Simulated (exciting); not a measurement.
# BN (F-43m) in exciting: further runs

One crystal, BN, is run at these levels: XPBE, LDA-GL, RPBE, TASK+TS, PW91; tasks: electric field gradients, band structure, optical spectrum, density of states, real-space fields.

All numbers are computed with exciting (release sodium); they aren't measurements. Logs are shortened: lines on timing, memory, paths and dates and some standing lists are left out, and cuts for length are marked.

**Measured values to compare with.**

A printed reference work, monograph reports, for a bulk crystal of BN at 300 K: band gap 6.4 eV (indirect).

How close the calculation comes is told below.

## Step 1: The crystal as given

The structure is cubic, space group F-43m (No. 216). The conventional cell has a = 3.626 Å, b = 3.626 Å, c = 3.626 Å, α = 90.00°, β = 90.00°, γ = 90.00°. N (site symmetry -43m) is surrounded by 4 B at 1.57 Å. Around B (site symmetry -43m) lie 4 N at 1.57 Å.

The cell is a database's computed one.

## Step 2: Electric field gradients, XPBE (volume scaled by 0.92)

The input, run_exciting.py:

```python
import subprocess
import xml.etree.ElementTree as ET
from ase.io import read
from ase.units import Bohr

atoms = read("BN.cif")
rmt = {'N': 1.41, 'B': 1.41}  # bohr
tasks = """
<groundstate do="fromscratch" ngridk="13 13 13" rgkmax="7.5" gmaxvr="14" lmaxapw="10" lmaxmat="10" lmaxvr="8" stype="Gaussian" swidth="0.00183747" nempty="10" ValenceRelativity="iora*" epsengy="1e-05" epspot="1e-05" maxscl="60" tforce="true" outputlevel="high">
  <libxc exchange="XC_GGA_X_XPBE" correlation="XC_GGA_C_XPBE"/>
</groundstate>
<properties>
  <EFG/>
  <mossbauer/>
</properties>
"""

root = ET.Element("input")
ET.SubElement(root, "title").text = "BN"
structure = ET.SubElement(root, "structure", speciespath="./", tshift="false")
crystal = ET.SubElement(structure, "crystal", scale="1.0")
for vector in atoms.cell / Bohr:
    ET.SubElement(crystal, "basevect").text = " ".join(f"{x:.12f}" for x in vector)
symbols = atoms.get_chemical_symbols()
for element in dict.fromkeys(symbols):
    species = ET.SubElement(structure, "species", speciesfile=element + ".xml", rmt=str(rmt[element]))
    for symbol, position in zip(symbols, atoms.get_scaled_positions(wrap=False)):
        if symbol == element:
            ET.SubElement(species, "atom", coord=" ".join(f"{x:.12f}" for x in position))
root.extend(ET.fromstring("<tasks>" + tasks + "</tasks>"))
ET.indent(root)
ET.ElementTree(root).write("input.xml")
subprocess.run(["exciting_smp"], check=True)
```

The input, BN.cif:

```cif
data_BN
_cell_length_a 2.49368916
_cell_length_b 2.49368916
_cell_length_c 2.49368916
_cell_angle_alpha 60.00000000
_cell_angle_beta 60.00000000
_cell_angle_gamma 60.00000000
_space_group_name_H-M_alt 'P1'
_space_group_name_Hall 'P 1'
_space_group_IT_number 1
loop_
_space_group_symop_operation_xyz
'x,y,z'
loop_
_atom_site_label
_atom_site_type_symbol
_atom_site_symmetry_multiplicity
_atom_site_Wyckoff_symbol
_atom_site_fract_x
_atom_site_fract_y
_atom_site_fract_z
_atom_site_occupancy
N1 N 1 a 0.2500000000 0.2500000000 0.2500000000 1
B1 B 1 a 0.0000000000 0.0000000000 0.0000000000 1
```

Potentials or basis: all-electron LAPW+lo, shipped species files, valence relativity iora*.

On the command line:

```bash
$ OMP_NUM_THREADS=1 python run_exciting.py
```

Standard output:

```text
================================================================================
EXCITING SODIUM started
[... 10 lines left out ...]

 Lattice vectors (cartesian) :
      4.7123895554      0.0000000000      0.0000000000
      2.3561947777      4.0810490675      0.0000000000
      2.3561947777      1.3603496892      3.8476499600

 Reciprocal lattice vectors (cartesian) :
      1.3333331706     -0.7698002650     -0.5443309875
      0.0000000000      1.5396005300     -0.5443309875
      0.0000000000      0.0000000000      1.6329929626

 Unit cell volume                           :      73.9960532734
 Brillouin zone volume                      :       3.3522086986

 Species :    1 (N)
     parameters loaded from                 :    N.xml
     name                                   :    nitrogen
     nuclear charge                         :      -7.00000000
     electronic charge                      :       7.00000000
     atomic mass                            :   25532.72506000
     muffin-tin radius                      :       1.41000000
     # of radial points in muffin-tin       :     250

     atomic positions (lattice) :
       1 :   0.25000000  0.25000000  0.25000000

 Species :    2 (B)
     parameters loaded from                 :    B.xml
     name                                   :    boron
     nuclear charge                         :      -5.00000000
     electronic charge                      :       5.00000000
     atomic mass                            :   19707.24741000
     muffin-tin radius                      :       1.41000000
     # of radial points in muffin-tin       :     250

     atomic positions (lattice) :
       1 :   0.00000000  0.00000000  0.00000000

 Total number of atoms per unit cell        :       2

 Spin treatment                             :    spin-unpolarised

 Number of Bravais lattice symmetries       :      48
 Number of crystal symmetries               :      24

 k-point grid                               :      13   13   13
 Total number of k-points                   :     140
 k-point set is reduced with crystal symmetries

 R^MT_min * |G+k|_max (rgkmax)              :       7.50000000
 Species with R^MT_min                      :       1 (N)
 Maximum |G+k| for APW functions            :       5.31914894
 Maximum |G| for potential and density      :      14.00000000
 Polynomial order for pseudochg. density    :       9

 G-vector grid sizes                        :      24    24    24
 Total number of G-vectors                  :    3479

 Maximum angular momentum used for
     APW functions                          :      10
     computing H and O matrix elements      :      10
     potential and density                  :       8
     inner part of muffin-tin               :       2

 Total nuclear charge                       :     -12.00000000
 Total electronic charge                    :      12.00000000
 Total core charge                          :       4.00000000
 Total valence charge                       :       8.00000000

 Effective Wigner radius, r_s               :       1.13757376

 Number of empty states                     :      10
 Total number of valence states             :      15

 Maximum Hamiltonian size                   :     203
 Maximum number of plane-waves              :     195
 Total number of local-orbitals             :       8

 Exchange-correlation type                  :     100
     libxc; exchange: Extended PBE by Xu & Goddard III; correlation: Extended PBE by Xu & Goddard III (see libxc for references)

 Smearing scheme                            :    Gaussian
 Smearing width                             :       0.00183747

[... 7 lines left out ...]
* Groundstate module started                                                   *
********************************************************************************
 Output level for this task is set to high

++++++++++++++++++++++++++++++++++++++++++++++++++++++++++++++++++++++++++++++++
[... 5 lines left out ...]
+ SCF iteration number :    1                                                  +
++++++++++++++++++++++++++++++++++++++++++++++++++++++++++++++++++++++++++++++++
 Total energy                               :       -81.52102581
 _______________________________________________________________
 Fermi energy                               :         0.42984872
 Kinetic energy                             :        79.05886144
 Coulomb energy                             :      -149.25327807
 Exchange energy                            :       -10.88408094
 Correlation energy                         :        -0.44252824
 Sum of eigenvalues                         :       -38.93314894
 Effective potential energy                 :      -117.99201038
 Coulomb potential energy                   :      -103.46666162
 xc potential energy                        :       -14.52534876
 Hartree energy                             :        20.69999559
 Electron-nuclear energy                    :      -144.86665280
 Nuclear-nuclear energy                     :       -25.08662086
 Madelung energy                            :       -97.51994726
 Core-electron kinetic energy               :         0.00000000

 DOS at Fermi energy (states/Ha/cell)       :         0.00000000

 Electron charges :
     core                                   :         4.00000000
     core leakage                           :         0.00100632
     valence                                :         8.00000000
     interstitial                           :         2.89910809
     charge in muffin-tin spheres :
                  atom     1     N          :         5.92693290
                  atom     2     B          :         3.17395901
     total charge in muffin-tins            :         9.10089191
     total charge                           :        12.00000000
[... 615 lines left out ...]
 Electron charges :
     core                                   :         4.00000000
     core leakage                           :         0.00102126
     valence                                :         8.00000000
     interstitial                           :         3.10786471
     charge in muffin-tin spheres :
                  atom     1     N          :         5.60854763
                  atom     2     B          :         3.28358766
     total charge in muffin-tins            :         8.89213529
     total charge                           :        12.00000000

 Estimated fundamental gap                  :         0.17216597
        valence-band maximum at    1      0.0000  0.0000  0.0000
     conduction-band minimum at   64      0.4615  0.4615  0.0000

 RMS change in effective potential (target) :  0.755053E-07  ( 0.100000E-04)
 Absolute change in total energy   (target) :  0.626757E-08  ( 0.100000E-04)
 Charge distance                   (target) :  0.113762E-08  ( 0.100000E-04)
 Abs. change in max-nonIBS-force   (target) :   0.00000      ( 0.500000E-04)

++++++++++++++++++++++++++++++++++++++++++++++++++++++++++++++++++++++++++++++++
| Convergency criteria checked for the last 2 iterations                       +
| Convergence targets achieved. Performing final SCF iteration                 +
++++++++++++++++++++++++++++++++++++++++++++++++++++++++++++++++++++++++++++++++
 Total energy                               :       -79.77322975
 _______________________________________________________________
 Fermi energy                               :         0.47942201
 Kinetic energy                             :        79.78326219
 Coulomb energy                             :      -148.37209646
 Exchange energy                            :       -10.73479440
 Correlation energy                         :        -0.44960108
 Sum of eigenvalues                         :       -38.00695754
 Effective potential energy                 :      -117.79021973
 Coulomb potential energy                   :      -103.44736402
 xc potential energy                        :       -14.34285571
 Hartree energy                             :        19.83811159
 Electron-nuclear energy                    :      -143.12358720
 Nuclear-nuclear energy                     :       -25.08662086
 Madelung energy                            :       -96.64841445
 Core-electron kinetic energy               :         0.00000000

 DOS at Fermi energy (states/Ha/cell)       :         0.00000000

 Electron charges :
     core                                   :         4.00000000
     core leakage                           :         0.00102126
     valence                                :         8.00000000
     interstitial                           :         3.10786471
     charge in muffin-tin spheres :
                  atom     1     N          :         5.60854764
                  atom     2     B          :         3.28358765
     total charge in muffin-tins            :         8.89213529
     total charge                           :        12.00000000

 Estimated fundamental gap                  :         0.17216597
        valence-band maximum at    1      0.0000  0.0000  0.0000
     conduction-band minimum at   64      0.4615  0.4615  0.0000

++++++++++++++++++++++++++++++++++++++++++++++++++++++++++++++++++++++++++++++++
+ Self-consistent loop stopped                                                 +
++++++++++++++++++++++++++++++++++++++++++++++++++++++++++++++++++++++++++++++++
 STATE.OUT is written

--------------------------------------------------------------------------------
- Writing atomic positions and forces                                          -
--------------------------------------------------------------------------------

 Atomic positions (lattice) :
 atom     1   N  :     0.25000000    0.25000000    0.25000000
 atom     2   B  :     0.00000000    0.00000000    0.00000000

 Total atomic forces including IBS (cartesian) :
 atom     1   N  :     0.00000000   -0.00000000   -0.00000000
 atom     2   B  :    -0.00000000    0.00000000    0.00000000

 Atomic force components including IBS (cartesian) :
 atom     1   N  :    -0.00000000    0.00000000   -0.00000000   HF force
                 :     0.00000000   -0.00000000   -0.00000000   core correction
                 :    -0.00000000    0.00000000   -0.00000000   IBS correction
 atom     2   B  :     0.00000000   -0.00000000    0.00000000   HF force
                 :    -0.00000000    0.00000000    0.00000000   core correction
                 :     0.00000000   -0.00000000    0.00000000   IBS correction

********************************************************************************
* Groundstate module stopped                                                   *
********************************************************************************

================================================================================
| EXCITING SODIUM stopped                                                      =
================================================================================
```

Wall time 1.7 min (1 thread of Arm Neoverse V2, shared host); peak memory 0.11 GiB.

Results:

- Free energy: -2170.7402 eV
- Band gap on the k mesh: 4.68 eV, indirect (least direct gap 9.20 eV)
- All electrons inside the program's atomic spheres: N 5.61; B 3.28 (radii N 1.41, B 1.41 bohr)

Levels at points of the mesh, in eV from the valence-band top:
| k point | band 2 | band 3 | band 4 | band 5 | band 6 | band 7 |
| --- | --- | --- | --- | --- | --- | --- |
| (0.00, 0.00, 0.00) | 0.00 | 0.00 | 0.00 | 9.20 | 9.20 | 9.20 |

Caveat: EFG.OUT prints the tensor in atomic units and with the sign opposite to the usual one; an odd mesh through Γ misses points on the zone boundary, where band edges often lie.

## Step 3: Band structure, LDA-GL

The input, input.xml:

```xml
<input>
  <title>BN</title>
  <structure speciespath="./" tshift="false" cartesian="true">
    <crystal scale="4.8452022309">
      <basevect>0.000000000000 0.707106781183 0.707106781183</basevect>
      <basevect>0.707106781183 0.000000000000 0.707106781183</basevect>
      <basevect>0.707106781183 0.707106781183 0.000000000000</basevect>
    </crystal>
    <species speciesfile="N.xml" rmt="1.38">
      <atom coord="1.713037676836 1.713037676836 1.713037676836"/>
    </species>
    <species speciesfile="B.xml" rmt="1.38">
      <atom coord="0.000000000000 0.000000000000 0.000000000000"/>
    </species>
  </structure>
  <groundstate do="fromscratch" ngridk="13 13 13" rgkmax="6.5" gmaxvr="15" lmaxapw="10" lmaxmat="10" lmaxvr="8" stype="Fermi Dirac" swidth="0.00367493" nempty="10" ValenceRelativity="iora*" epsengy="1e-05" epspot="1e-05" maxscl="60" outputlevel="normal">
    <libxc exchange="XC_LDA_X" correlation="XC_LDA_C_GL"/>
  </groundstate>
  <properties>
    <bandstructure>
      <plot1d>
        <path steps="120">
          <point coord="0 0 0" label="G"/>
          <point coord="0.5 0 0.5" label="X"/>
          <point coord="0.5 0.25 0.75" label="W"/>
          <point coord="0.375 0.375 0.75" label="K"/>
          <point coord="0 0 0" label="G"/>
          <point coord="0.5 0.5 0.5" label="L"/>
          <point coord="0.625 0.25 0.625" label="U"/>
          <point coord="0.5 0.25 0.75" label="W"/>
          <point coord="0.5 0.5 0.5" label="L"/>
          <point coord="0.375 0.375 0.75" label="K" breakafter="true"/>
          <point coord="0.625 0.25 0.625" label="U"/>
          <point coord="0.5 0 0.5" label="X"/>
        </path>
      </plot1d>
    </bandstructure>
  </properties>
</input>
```

The input, N.xml (basis block):

```
    <basis>
      <default type="lapw" trialEnergy="0.1500" searchE="false"/>
      <custom l="0" type="apw+lo" trialEnergy="0.1500" searchE="true"/>
      <custom l="1" type="apw+lo" trialEnergy="0.1500" searchE="true"/>
      <lo l="0">
        <wf matchingOrder="1" trialEnergy="0.1500" searchE="true"/>
        <wf matchingOrder="2" trialEnergy="0.1500" searchE="true"/>
      </lo>
      <lo l="1">
        <wf matchingOrder="1" trialEnergy="0.1500" searchE="true"/>
        <wf matchingOrder="2" trialEnergy="0.1500" searchE="true"/>
      </lo>
      <lo l="2">
        <wf matchingOrder="0" trialEnergy="0.1500" searchE="false"/>
        <wf matchingOrder="1" trialEnergy="0.1500" searchE="false"/>
        <wf matchingOrder="2" trialEnergy="0.1500" searchE="false"/>
      </lo>
      <lo l="3">
        <wf matchingOrder="0" trialEnergy="0.1500" searchE="false"/>
        <wf matchingOrder="1" trialEnergy="0.1500" searchE="false"/>
        <wf matchingOrder="2" trialEnergy="0.1500" searchE="false"/>
      </lo>
    </basis>
```

The input, B.xml (basis block):

```
    <basis>
      <default type="lapw" trialEnergy="0.1500" searchE="false"/>
      <custom l="0" type="apw+lo" trialEnergy="0.1500" searchE="true"/>
      <custom l="1" type="apw+lo" trialEnergy="0.1500" searchE="true"/>
      <lo l="0">
        <wf matchingOrder="1" trialEnergy="0.1500" searchE="true"/>
        <wf matchingOrder="2" trialEnergy="0.1500" searchE="true"/>
      </lo>
      <lo l="1">
        <wf matchingOrder="1" trialEnergy="0.1500" searchE="true"/>
        <wf matchingOrder="2" trialEnergy="0.1500" searchE="true"/>
      </lo>
      <lo l="2">
        <wf matchingOrder="0" trialEnergy="0.1500" searchE="false"/>
        <wf matchingOrder="1" trialEnergy="0.1500" searchE="false"/>
        <wf matchingOrder="2" trialEnergy="0.1500" searchE="false"/>
      </lo>
      <lo l="3">
        <wf matchingOrder="0" trialEnergy="0.1500" searchE="false"/>
        <wf matchingOrder="1" trialEnergy="0.1500" searchE="false"/>
        <wf matchingOrder="2" trialEnergy="0.1500" searchE="false"/>
      </lo>
    </basis>
```

Potentials or basis: all-electron LAPW+lo, shipped species files with second energy derivatives, valence relativity iora*.

On the command line:

```bash
$ OMP_NUM_THREADS=1 exciting_smp
```

Wall time 51 s (1 thread of Arm Neoverse V2, shared host); peak memory 0.12 GiB.

The run converged. Its results:

- Free energy: -2158.0303 eV
- Band gap on the k mesh: 4.45 eV, indirect (least direct gap 8.66 eV)
- Band gap along the path: 4.37 eV, indirect (least direct gap 8.66 eV)
- All electrons inside the program's atomic spheres: N 5.39; B 3.13 (radii N 1.38, B 1.38 bohr)

Levels at the corners of the path, in eV from the valence-band top:
```tsv
point	band 1	band 2	band 3	band 4	band 5	band 6	band 7	band 8
Γ	-19.96	0.00	0.00	0.00	8.66	8.66	8.66	10.29
X	-14.38	-8.82	-4.88	-4.88	4.37	9.13	17.56	17.56
W	-14.06	-7.46	-6.95	-6.49	9.42	13.13	14.23	14.52
K	-14.29	-8.02	-7.64	-4.05	6.80	12.71	15.54	16.40
Γ	-19.96	0.00	0.00	0.00	8.66	8.66	8.66	10.29
L	-15.74	-10.61	-1.93	-1.93	10.10	10.54	10.54	14.96
U	-14.29	-8.02	-7.64	-4.05	6.80	12.71	15.54	16.40
W	-14.06	-7.46	-6.95	-6.49	9.42	13.13	14.23	14.52
L	-15.74	-10.61	-1.93	-1.93	10.10	10.54	10.54	14.96
K	-14.29	-8.02	-7.64	-4.05	6.80	12.71	15.54	16.40
U	-14.29	-8.02	-7.64	-4.05	6.80	12.71	15.54	16.40
X	-14.38	-8.82	-4.88	-4.88	4.37	9.13	17.56	17.56
```

(Continued in part 2 of 3.)
